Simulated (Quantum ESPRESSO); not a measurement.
# GaN (P6_3mc) in Quantum ESPRESSO: further runs, part 2 of 2

Quantum ESPRESSO 7.5. Earlier steps stand in the parts before.

**3. Dielectric tensor, PBE**

Contents of pw.in:

```
&CONTROL
  calculation = 'scf'
  prefix = 'pwscf'
  outdir = './tmp'
  pseudo_dir = './pseudo'
  tprnfor = .true.
  tstress = .true.
  disk_io = 'low'
/
&SYSTEM
  ibrav = 0
  celldm(1) = 8
  nat = 4
  ntyp = 2
  ecutwfc = 56
  ecutrho = 448
  nbnd = 33
  occupations = 'smearing'
  smearing = 'fd'
  degauss = 0.00367493
/
&ELECTRONS
  conv_thr = 8d-10
  electron_maxstep = 120
  mixing_beta = 0.5
/
ATOMIC_SPECIES
Ga    69.7230 ga_pbe_v1.4.uspp.F.UPF
N     14.0070 n_pbe_v1.2.uspp.F.UPF
CELL_PARAMETERS alat
  0.7511661345387   0.0000000000000   0.0000000000000
 -0.3755830672694   0.6505289549650   0.0000000000000
  0.0000000000000   0.0000000000000   1.2202906449771
ATOMIC_POSITIONS crystal
Ga     0.6666666667    0.3333333333    0.5000000000
Ga     0.3333333333    0.6666666667    0.0000000000
N      0.6666666667    0.3333333333    0.8750000000
N      0.3333333333    0.6666666667    0.3750000000
K_POINTS automatic
6 6 4 0 0 1
```

Contents of gamma.in:

```
&CONTROL
  calculation = 'bands'
  prefix = 'pwscf'
  outdir = './tmp'
  pseudo_dir = './pseudo'
  disk_io = 'low'
  verbosity = 'high'
/
&SYSTEM
  ibrav = 0
  celldm(1) = 8
  nat = 4
  ntyp = 2
  ecutwfc = 56
  ecutrho = 448
  nbnd = 33
  occupations = 'smearing'
  smearing = 'fd'
  degauss = 0.00367493
/
&ELECTRONS
  conv_thr = 1d-08
  electron_maxstep = 120
  mixing_beta = 0.5
  diago_full_acc = .true.
  startingwfc = 'random'
/
ATOMIC_SPECIES
Ga    69.7230 ga_pbe_v1.4.uspp.F.UPF
N     14.0070 n_pbe_v1.2.uspp.F.UPF
CELL_PARAMETERS alat
  0.7511661345387   0.0000000000000   0.0000000000000
 -0.3755830672694   0.6505289549650   0.0000000000000
  0.0000000000000   0.0000000000000   1.2202906449771
ATOMIC_POSITIONS crystal
Ga     0.6666666667    0.3333333333    0.5000000000
Ga     0.3333333333    0.6666666667    0.0000000000
N      0.6666666667    0.3333333333    0.8750000000
N      0.3333333333    0.6666666667    0.3750000000
K_POINTS crystal
1
0.0 0.0 0.0 1
```

Contents of scf2.in:

```
&CONTROL
  calculation = 'scf'
  prefix = 'pwscf'
  outdir = './tmp'
  pseudo_dir = './pseudo'
  tprnfor = .true.
  tstress = .true.
  disk_io = 'low'
/
&SYSTEM
  ibrav = 0
  celldm(1) = 8
  nat = 4
  ntyp = 2
  ecutwfc = 56
  ecutrho = 448
  nbnd = 33
  occupations = 'fixed'
/
&ELECTRONS
  conv_thr = 1d-13
  electron_maxstep = 120
  mixing_beta = 0.5
  startingpot = 'file'
/
ATOMIC_SPECIES
Ga    69.7230 ga_pbe_v1.4.uspp.F.UPF
N     14.0070 n_pbe_v1.2.uspp.F.UPF
CELL_PARAMETERS alat
  0.7511661345387   0.0000000000000   0.0000000000000
 -0.3755830672694   0.6505289549650   0.0000000000000
  0.0000000000000   0.0000000000000   1.2202906449771
ATOMIC_POSITIONS crystal
Ga     0.6666666667    0.3333333333    0.5000000000
Ga     0.3333333333    0.6666666667    0.0000000000
N      0.6666666667    0.3333333333    0.8750000000
N      0.3333333333    0.6666666667    0.3750000000
K_POINTS automatic
6 6 4 0 0 1
```

Contents of ph.in:

```
dielectric of GaN
&INPUTPH
  prefix = 'pwscf'
  outdir = './tmp'
  tr2_ph = 1d-18
  fildyn = 'dyn'
  niter_ph = 90
  alpha_mix(1) = 0.7
  epsil = .true.
  trans = .false.
  zeu = .true.
/
0.0000000000 0.0000000000 0.0000000000
```

Potentials or basis: GBRV 1.5 PBE.

Run with:

```sh
OMP_NUM_THREADS=1 pw.x -in pw.in > pw.out
OMP_NUM_THREADS=1 pw.x -in gamma.in > gamma.out
OMP_NUM_THREADS=1 pw.x -in scf2.in > scf2.out
OMP_NUM_THREADS=1 ph.x -in ph.in > ph.out
```

pw.out:

```text
This program is part of the open-source Quantum ESPRESSO suite
     for quantum simulation of materials; please cite
[... 9 lines left out ...]
     --------------------
     sticks:   dense  smooth     PW     G-vecs:    dense   smooth      PW
     Sum        1123     559    163                48899    17333    2863

     Using Slab Decomposition

     bravais-lattice index     =            0
     lattice parameter (alat)  =       8.0000  a.u.
     unit-cell volume          =     305.3064 (a.u.)^3
     number of atoms/cell      =            4
     number of atomic types    =            2
     number of electrons       =        48.00
     number of Kohn-Sham states=           33
     kinetic-energy cutoff     =      56.0000  Ry
     charge density cutoff     =     448.0000  Ry
     scf convergence threshold =      8.0E-10
     mixing beta               =       0.5000
     number of iterations used =            8  plain     mixing
     Exchange-correlation= SLA  PW   PBE  PBE
                           (   1   4   3   4   0   0   0)

     celldm(1)=   8.000000  celldm(2)=   0.000000  celldm(3)=   0.000000
     celldm(4)=   0.000000  celldm(5)=   0.000000  celldm(6)=   0.000000

     crystal axes: (cart. coord. in units of alat)
               a(1) = (   0.751166   0.000000   0.000000 )
               a(2) = (  -0.375583   0.650529   0.000000 )
               a(3) = (   0.000000   0.000000   1.220291 )

     reciprocal axes: (cart. coord. in units 2 pi/alat)
               b(1) = (  1.331263  0.768605 -0.000000 )
               b(2) = (  0.000000  1.537211  0.000000 )
               b(3) = (  0.000000 -0.000000  0.819477 )

     PseudoPot. # 1 for Ga read from file:
     ga_pbe_v1.4.uspp.F.UPF
     Pseudo is Ultrasoft + core correction, Zval = 19.0
     Generated by new atomic code, or converted to UPF format
     Using radial grid of  871 points,  6 beta functions with:
                l(1) =   0
                l(2) =   0
                l(3) =   1
                l(4) =   1
                l(5) =   2
                l(6) =   2
     Q(r) pseudized with  8 coefficients,  rinner =    1.250   1.250   1.250
                                                       1.250   1.250

     PseudoPot. # 2 for N  read from file:
     n_pbe_v1.2.uspp.F.UPF
     Pseudo is Ultrasoft + core correction, Zval =  5.0
[... 38 lines left out ...]

     Dense  grid:    48899 G-vectors     FFT dimensions: (  45,  45,  72)

     Smooth grid:    17333 G-vectors     FFT dimensions: (  30,  30,  48)

     Check: negative core charge=   -0.000001

     Initial potential from superposition of free atoms

     starting charge      46.0000, renormalised to      48.0000
     Starting wfcs are   32 randomized atomic wfcs +    1 random wfcs

     Self-consistent Calculation

     iteration #  1     ecut=    56.00 Ry     beta= 0.50
     Davidson diagonalization with overlap
     ethr =  1.00E-02,  avg # of iterations =  4.7

     total energy              =    -866.07260503 Ry
     estimated scf accuracy    <      10.82099528 Ry
[... 57 lines left out ...]
     iteration # 10     ecut=    56.00 Ry     beta= 0.50
     Davidson diagonalization with overlap
     ethr =  6.90E-12,  avg # of iterations =  3.1

     End of self-consistent calculation

          k = 0.0000 0.0000 0.1024 (  2159 PWs)   bands (ev):

   -81.6661 -81.6657 -81.6657 -81.6655 -81.6655 -81.6647  -4.9723  -4.0683
    -2.3777  -2.3664  -2.3664  -2.3060  -2.3060  -2.1017  -2.1017  -2.0067
    -2.0067  -0.9363   4.2013  10.0215  10.0215  10.4900  11.0041  11.0041
    13.4595  15.3904  20.1909  20.9983  20.9983  21.5056  22.6770  22.6770
    25.8357
[... 35 lines left out ...]
   -81.6666 -81.6665 -81.6659 -81.6658 -81.6654 -81.6651  -4.0904  -3.9495
    -2.3226  -2.2811  -2.2476  -2.1893  -2.1329  -2.0993  -2.0427  -2.0155
    -1.4409  -0.9033   5.2325   5.9438   8.1090   9.0943   9.5678   9.7279
    15.5567  16.4803  18.5289  19.1907  20.9840  21.4611  22.5585  23.5991
    25.0709

          k = 0.0000-0.7686 0.1024 (  2170 PWs)   bands (ev):

   -81.6668 -81.6666 -81.6661 -81.6657 -81.6655 -81.6651  -4.0550  -3.8772
    -2.3239  -2.2861  -2.1856  -2.1851  -2.1064  -2.0721  -2.0143  -1.9814
    -0.8713  -0.3720   4.4445   5.5601   7.0512   8.3215   8.9727   9.9748
    16.0043  16.1538  17.8504  19.4681  21.4811  21.5849  22.9647  24.5996
    25.0190

          k = 0.0000-0.7686 0.3073 (  2162 PWs)   bands (ev):

   -81.6668 -81.6668 -81.6660 -81.6659 -81.6653 -81.6651  -3.9650  -3.8911
    -2.3350  -2.2899  -2.2302  -2.1531  -2.1149  -2.0542  -2.0108  -2.0000
    -0.7585  -0.5460   4.2459   4.7186   8.4683   8.7567   9.4342   9.4364
    15.1973  15.9421  18.6840  19.0788  21.1485  21.2651  22.6037  24.0156
    25.4892
[... 43 lines left out ...]
   -81.6666 -81.6666 -81.6664 -81.6663 -81.6652 -81.6652  -3.8826  -3.8826
    -2.2840  -2.2383  -2.2383  -2.1766  -2.0833  -2.0824  -2.0667  -2.0667
    -0.3353  -0.3353   4.9299   4.9299   6.3673   7.3298   9.3279   9.3279
    17.6649  17.7820  17.7820  18.9243  20.1889  20.1889  24.4964  25.1752
    25.1752

     the Fermi energy is    12.2941 ev

!    total energy              =    -871.09973686 Ry
     estimated scf accuracy    <          5.5E-11 Ry
     smearing contrib. (-TS)   =      -0.00000000 Ry
     internal energy E=F+TS    =    -871.09973686 Ry

     The total energy is F=E-TS. E is the sum of the following terms:
     one-electron contribution =    -672.24689982 Ry
     hartree contribution      =     362.10140670 Ry
     xc contribution           =    -108.20303531 Ry
     ewald contribution        =    -452.75120843 Ry

     convergence has been achieved in  10 iterations

     Forces acting on atoms (cartesian axes, Ry/au):

     atom    1 type  1   force =     0.00000000    0.00000000   -0.00535103
     atom    2 type  1   force =    -0.00000000   -0.00000000   -0.00535103
     atom    3 type  2   force =    -0.00000000    0.00000000    0.00535103
     atom    4 type  2   force =    -0.00000000    0.00000000    0.00535103

     Total force =     0.010702     Total SCF correction =     0.000020

     Computing stress (Cartesian axis) and pressure

          total   stress  (Ry/bohr**3)                   (kbar)     P=       76.17
   0.00046948   0.00000000  -0.00000000           69.06        0.00       -0.00
   0.00000000   0.00046948  -0.00000000            0.00       69.06       -0.00
   0.00000000   0.00000000   0.00061447            0.00        0.00       90.39

=------------------------------------------------------------------------------=
   JOB DONE.
=------------------------------------------------------------------------------=
```

Wall time 8.2 min (1 thread of Intel Xeon at 2.50GHz (Skylake/Cascade Lake), shared host); peak memory 0.24 GiB.

What came out:

| Quantity | Value |
| --- | --- |
| Free energy | -11851.9157 eV |
| Pressure | 7.6 GPa |
| Largest force | 0.137 eV/Å |
| Electronic dielectric tensor (diagonal) | 5.99, 5.99, 5.69 |
| Born charges (mean of the diagonal) | Ga +2.66; N -2.70 e |

Forces in eV/Å, atoms in the order of the input:
```
Ga   0.000  0.000 -0.137
Ga   0.000  0.000 -0.137
N    0.000  0.000  0.137
N    0.000  0.000  0.137
```

Stress tensor (GPa, compression positive):
```
6.90 0.00 0.00
0.00 6.90 0.00
0.00 0.00 9.03
```

Electronic dielectric tensor:
```
5.99 0.00 0.00
0.00 5.99 0.00
0.00 0.00 5.69
```

Born effective charge tensors (e):
atom 1, Ga
```
2.62 0.00 0.00
0.00 2.62 0.00
0.00 0.00 2.75
```
atom 2, Ga
```
2.62 0.00 0.00
0.00 2.62 0.00
0.00 0.00 2.75
```
atom 3, N
```
-2.68  0.00  0.00
 0.00 -2.68  0.00
 0.00  0.00 -2.74
```
atom 4, N
```
-2.68  0.00  0.00
 0.00 -2.68  0.00
 0.00  0.00 -2.74
```

Caveat: the mesh is thin for the dielectric tensor, Born charges and intensities, which usually come out too large; the cell is more than 3 GPa from zero pressure, which shifts response properties; the Born charges break their sum rule by 0.07 e, a sign of too thin a mesh.
